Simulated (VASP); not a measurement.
Input of a VASP 6.6.1 run:

Contents of INCAR:

```
PREC = Accurate
ENCUT = 520
EDIFF = 1E-6
ISMEAR = 0
SIGMA = 0.1
LREAL = F
LASPH = T
NELM = 100
ALGO = Normal
ISIF = 2
LWAVE = F
LCHARG = T
LELF = T
LVHAR = T
NBANDS = 16
```

KPOINTS

```
Automatic mesh
0
Gamma
  2 1 2
```

The input POSCAR:

```
Cs
1.0
    5.6533874978     -0.0790605981     -0.0035350941
   -2.8951622353      4.8787449763      0.0107026269
   -0.0058799487      0.0171609121      9.3321066271
Cs
2
Direct
    0.3333333333      0.6666666667      0.2500000000
    0.6666666667      0.3333333333      0.7500000000
```

Potentials or basis: VASP PAW LDA potentials, release 64 (Cs_sv).

Command:

```console
$ cat potpaw_LDA.64/Cs_sv/POTCAR > POTCAR
$ mpirun -np 1 vasp_std > vasp.out
```

Estimate the band gap on the k mesh.

none (metal or under the smearing width).

Estimate the pressure.

-0.7 GPa.

What does it give for the largest force?

0.031 eV/Å.

Forces in eV/Å, atoms in the order of the input:
```
Cs   0.028  0.013  0.000
Cs  -0.028 -0.013  0.000
```

Caveat: the k mesh is coarse (spacing up to 1.30 Å⁻¹), so the values aren't converged. Spin-orbit coupling is left out, which matters for the levels of Cs.
